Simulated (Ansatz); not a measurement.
Theory: DFT PBE, scalar-relativistic, plane waves, PAW (Ansatz). Settings: cutoff 420 eV, Γ-centred meshes spaced at most about 0.3 Å⁻¹ (2π included), Gaussian smearing. No spin polarisation.

Each guess is relaxed in cell and atoms at zero pressure, on a coarse mesh first where it starts far from rest and then on a converged one. The steps can't lower the symmetry of the start, but it can rise. Energies are static (0 K, no zero-point motion).

Two unrelaxed guesses for MgS:

A.

```yaml
crystal:
  lattice:
    - [4.61982, 0.00000, 0.00000]
    - [0.00000, 1.43208, 2.62095]
    - [0.00000, -1.43208, 2.62095]
  atoms:
    - { symbol: Mg, position: [0.50000, 0.66056, 0.66056] }
    - { symbol: S, position: [0.00000, 0.33944, 0.33944] }
```

B.

```yaml
crystal:
  lattice:
    - [3.13063, 0.00000, 0.00000]
    - [-1.56532, 2.71121, 0.00000]
    - [0.00000, 0.00000, 4.56484]
  atoms:
    - { symbol: Mg, position: [0.00000, 0.00000, 0.00000] }
    - { symbol: S, position: [0.00000, 0.00000, 0.50000] }
```

Task: Which guess leads to the lower structure, and by how much?

Result: A ends lower, by 0.80 eV/atom. A: Amm2 at 17.3 Å³/atom → P-6m2 (tungsten carbide type) at 18.7 Å³/atom; B: P6/mmm at 19.4 Å³/atom → P6/mmm at 83.7 Å³/atom. Counting S atoms around Mg (those within 1.25 times the shortest such distance or 1.15 times the sum of covalent radii), the end of A has Mg 6 and the end of B has Mg 2. End of A. Conventional cell: a = 3.611 Å, c = 3.305 Å. Mg is surrounded by 6 S at 2.66 Å; S has 6 Mg at 2.66 Å. End of B. Conventional cell: a = 6.586 Å, c = 4.457 Å. Mg has 2 S at 2.23 Å; S has 2 Mg at 2.23 Å.

Ends held by symmetry can be saddle points. Neither end is the lowest form computed: that has the rock salt type, space group Fm-3m (No. 225), is reached from a cell as deposited in COD and lies 249 meV/atom below the better end. Weakly bound directions are ill-defined at this level, which has no dispersion term (P6/mmm), and this can change margins and order among such cells. Some types were kept out of the candidates beforehand, so the set may lack a known form.
